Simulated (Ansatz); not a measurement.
# Tl (sc type): how the settings move a single-point run

Aim: see which settings change the result for Tl (sc type), by how much, and at what cost.

Program: Ansatz 0.2.0. Level of theory: reference: DFT, PBE, PAW with Ansatz's default frozen-core files, scalar-relativistic. These are calculated values, not measurements.

## 1. Starting point

The structure is cubic, space group Pm-3m (No. 221). The conventional cell has a = 2.743 Å, b = 2.743 Å, c = 2.743 Å, α = 90.00°, β = 90.00°, γ = 90.00°. Tl (site symmetry m-3m) has 6 Tl at 2.74 Å as nearest neighbours.

Structure file:

```
Tl
1.0
     2.74251    0.00000    0.00000
     0.00000    2.74251    0.00000
     0.00000    0.00000    2.74251
Tl
1
Direct
  0.00000 0.00000 0.00000
```

## 2. Baseline

Contents of input.yaml:

```yaml
crystal:
  lattice:
    - [2.7425084354, 0.0, 0.0]
    - [0.0, 2.7425084354, 0.0]
    - [0.0, 0.0, 2.7425084354]
  atoms:
    - { symbol: Tl, position: [0.0, 0.0, 0.0] }
kpoints:
  mp_grid: { grid: [12, 12, 12] }
scf:
  occupations: { method: fermi_dirac, width: 0.08 }
hamiltonian:
  xc: pbe
  pseudopotentials: { kind: paw }
output:
  forces: true
  stress: true
  eigenvalues: true
basis:
  ecutwfc: 300
```

Run with:

```
$ ansatz run input.yaml --threads 1 --pin off --max-ram 2048MiB --backend cpu --events-out ev --progress --plain --runs-dir out
```

## 3. Changed: xc_grid 3

input.yaml, as its differences from that of step 2:

```diff
@@ -18,3 +18,8 @@
   eigenvalues: true
+  write_density: true
+  write_potential: true
+  elf: true
+  volumetric_format: npy
 basis:
   ecutwfc: 300
+  xc_grid: 3
```

Before running it: what results should come out? Wanted: for each run, ending; energy change; pressure; gap; force.

As calculated:

| run | ending | energy change | pressure (GPa) | gap (eV) | force (eV/Å) | cycles | time |
| --- | --- | --- | --- | --- | --- | --- | --- |
| reference | converged | 0 | 44.8 | 0.00 | 0.00 | 6 | 0.88 s |
| 1: xc_grid 3 | converged | 0.0 meV/atom | 44.8 | 0.00 | 0.00 | 6 | 1.2 s |

Times don't compare one to one where runs were asked for different outputs or read a saved state (see the inputs); cycles may leave out searches for a lower state.

Residual by cycle in the longest SCF loop of each run; runs are numbered as in the table. The quantity is the density residual dr2, in eV.

| cycle | reference | run 1 |
| --- | --- | --- |
| 1 | 9.6e-4 | 9.6e-4 |
| 2 | 4.6e-4 | 4.6e-4 |
| 3 | 1.5e-4 | 1.5e-4 |
| 4 | 7.0e-6 | 6.9e-6 |
| 5 | 2.6e-8 | 2.8e-8 |
| 6 | 8.1e-11 | 1.1e-10 |

**Reading.** Changing the numerical grids hardly moves the energy: 0.0 meV/atom. The structure is not at rest: the sound run finds 45 GPa, so these are no properties of the relaxed crystal. 
